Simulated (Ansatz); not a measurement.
SnO:

```
CELL_PARAMETERS angstrom
3.13193 0.00000 0.00000
0.00000 3.13193 0.00000
0.00000 0.00000 3.13193
ATOMIC_POSITIONS crystal
Sn 0.00000 0.00000 0.00000
O 0.50000 0.50000 0.50000
```

The cell was built by a generator and needn't be a form met in nature.

```yaml
Program: Ansatz 0.2.0
Task: relaxation of cell and atoms
Functional: PBE0
Potentials_or_basis: Ansatz PAW
Cutoff: "420 eV (not typed: the program's choice for these potentials)"
k_mesh: 5 × 5 × 5
Occupations: fermi-dirac, width 0.05 eV
Spin: no spin polarisation
```

At the start: volume 15.36 Å³/atom.

Question: Where does the relaxation end?

Answer: It ends after 6 steps and the volume is 14.82 Å³/atom (-3.5 %); space group Pm-3m (No. 221, to 0.05 Å).

Step by step:
| step | energy change (eV) | largest force (eV/Å) | volume (Å³) |
| --- | --- | --- | --- |
| 1 | 0.0000 | 0.0000 | 30.72 |
| 2 | -0.0149 | 0.0000 | 29.76 |
| 3 | -0.0152 | 0.0000 | 29.67 |
| 4 | -0.0135 | 0.0000 | 29.67 |
| 5 | -0.0136 | 0.0000 | 29.64 |
| 6 | -0.0134 | 0.0000 | 29.64 |

Final structure:
```
CELL_PARAMETERS angstrom
3.09482 0.00000 0.00000
0.00000 3.09482 0.00000
0.00000 0.00000 3.09482
ATOMIC_POSITIONS crystal
Sn 0.00000 0.00000 0.00000
O 0.50000 0.50000 0.50000
```

Caveat: the plane-wave basis is chosen anew once the cell has moved, so the energies of steps on either side of that aren't comparable; the pressure holds a Pulay correction of +0.4 GPa for the finite cutoff; the PAW data sets come from PBE, with cores solved anew for the run's functional, which leaves a small shift of forces and pressure.
